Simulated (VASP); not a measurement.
AlAs, 2 atoms in the cell. Symmetry: F-43m, No. 216, cubic system. Conventional cell: a = 5.682 Å, b = 5.682 Å, c = 5.682 Å, α = 90.00°, β = 90.00°, γ = 90.00°. Around Al (site symmetry -43m) lie 4 As at 2.46 Å. Around As (site symmetry -43m) lie 4 Al at 2.46 Å. 

* Program: VASP 6.6.1
* Task: relaxation of cell and atoms
* Functional: PBEsol
* Potentials or basis: VASP PAW PBE potentials, release 64 (Al, As)
* Cutoff: 600 eV
* k mesh: 8 × 8 × 8
* Occupations: gaussian, width 0.03 eV
* Spin: no spin polarisation
* Further INCAR settings: ALGO = Normal; EDIFF = 1e-07; IBRION = 2; EDIFFG = -0.005; NSW = 90; ISIF = 3

Potentials or basis: VASP PAW PBE potentials, release 64 (Al, As).

Launch:

```bash
$ cat potpaw_PBE.64/Al/POTCAR potpaw_PBE.64/As/POTCAR > POTCAR
$ mpirun -np 1 vasp_std > vasp.out
```

Hardware: 1 thread of AMD EPYC 9R45 (Zen 5), with other jobs on the host.

**Question.** How long does it take, and how much memory?

**Answer.** Run time: 7.9 s on 1 thread of AMD EPYC 9R45 (Zen 5), on a shared host, peak memory 0.15 GiB. Counts: scf iterations 13, k points 29, ion steps 1.
